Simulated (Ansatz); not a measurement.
**Sn under changes of volume**

One of the cells (27.650 Å³/atom); the others are scaled copies at fixed shape and fractional positions:

```
Sn
1.0
    -2.94014    2.94014    1.59930
     2.94014   -2.94014    1.59930
     2.94014    2.94014   -1.59930
Sn
2
Cartesian
  0.0000 0.0000 0.0000
  0.0000 2.9401 0.7997
```

* Program: Ansatz 0.2.0
* Functional: PBE
* Potentials or basis: Ansatz PAW
* Cutoff: 420 eV (not typed: the program's choice for these potentials)
* k mesh: 9 × 9 × 9
* Occupations: fermi-dirac, width 0.05 eV
* Spin: no spin polarisation

```csv
volume (Å³/atom),energy over the lowest point (meV/atom),pressure (GPa)
25.991,?,?
26.544,20.83,3.8
27.097,9.86,2.5
27.650,3.07,1.4
28.203,0.00,0.4
28.756,0.30,-0.5
29.309,3.62,-1.4
```

Task: What does the run at 25.991 Å³/atom give?

Result: Energy over the lowest point 36.45 meV/atom; pressure 5.3 GPa.

Worked out: A Birch-Murnaghan fit of order 3 (a polynomial in V^(-2/3)) to the other rows has its minimum at 28.43 Å³/atom with B0 = V·E''(V) = 48 GPa and B' = 4.5 at fixed shape and positions, which overstates the stiffness. It gives 36.43 meV/atom at 25.991 Å³/atom, against the run's 36.45, and -dE/dV = 5.2 GPa, against 5.3.

Energies are extrapolated to zero smearing.
